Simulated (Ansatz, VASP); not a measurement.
## One calculation of TiSi2, two programs

```
Ti Si
1.0
     0.01779    4.12162    4.24805
     2.38690    0.01035    4.24805
     2.40469    4.13197    0.00000
Ti Si
2 4
Direct
  0.75047 0.75047 0.74953
  0.49953 0.49953 0.50047
  0.08593 0.41396 0.08640
  0.41396 0.08593 0.41371
  0.16407 0.83604 0.16360
  0.83604 0.16407 0.83629
```

Change from the starting cell: strain along c alone, the other axes held, atoms relaxed: +1.0 %.

Alike in both runs: functional PBEsol; k mesh 10 × 10 × 10; occupations gaussian, width 0.1 eV; no spin polarisation.

Ansatz relaxed the structure, and its values are those at the end. VASP's run is a single point on that final structure, the one shown.

```csv
,VASP,Ansatz
version,VASP 6.6.1,Ansatz 0.2.0
potentials or method,"VASP PAW PBE potentials, release 64 (Ti_sv, Si)","scalar-relativistic, plane waves, PAW"
plane-wave cutoff (eV),520,420
valence electrons in the cell,40,40
```

VASP gave:

| Quantity | Value |
| --- | --- |
| gap on the k mesh at the Fermi level (eV) | none |
| pressure (GPa) | -1.1 |
| rms of the force components (eV/Å) | 0.003 |

**Question.** Estimate Ansatz's values.

**Answer.** gap on the k mesh at the Fermi level (eV): none; pressure (GPa): -1.3; rms of the force components (eV/Å): 0.003.

A gap of «none» marks a metal or a gap that the smearing closes. Ansatz warned: «stress_scf_threshold_loose».

Caveats: the PAW data sets were made with another functional, which shifts forces and pressure a little (VASP).
